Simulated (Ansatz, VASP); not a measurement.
## One calculation of GaSb, two programs

```
CELL_PARAMETERS angstrom
-2.78967 2.78967 1.61164
2.78967 -2.78967 1.61164
2.78967 2.78967 -1.61164
ATOMIC_POSITIONS crystal
Sb 0.00000 0.00000 0.00000
Ga 0.75000 0.25000 0.50000
```

Change from the starting cell: volume scaled by 1.04.

Alike in both runs: task single point; functional LDA; k mesh 10 × 10 × 10; occupations fermi-dirac, width 0.05 eV; no spin polarisation.

|  | VASP | Ansatz |
| --- | --- | --- |
| version | VASP 6.6.1 | Ansatz 0.2.0 |
| potentials or method | VASP PAW LDA potentials, release 64 (Sb, Ga_d), cutoff 520 eV | all-electron LAPW, scalar-relativistic |

|  | VASP | Ansatz | Ansatz less VASP |
| --- | --- | --- | --- |
| gap on the k mesh at the Fermi level (eV) | none | none | - |
| pressure (GPa) | -5.8 | -5.8 | 0.00 |
| largest component of the traceless stress (GPa) | 0.06 | 0.05 | -0.009 |

A gap of «none» marks a metal or a gap that the smearing closes. Ansatz ran all-electron here, so the differences hold the error of VASP's frozen core and of both bases.

The runs have no spin-orbit coupling, so splittings on Sb are missing.
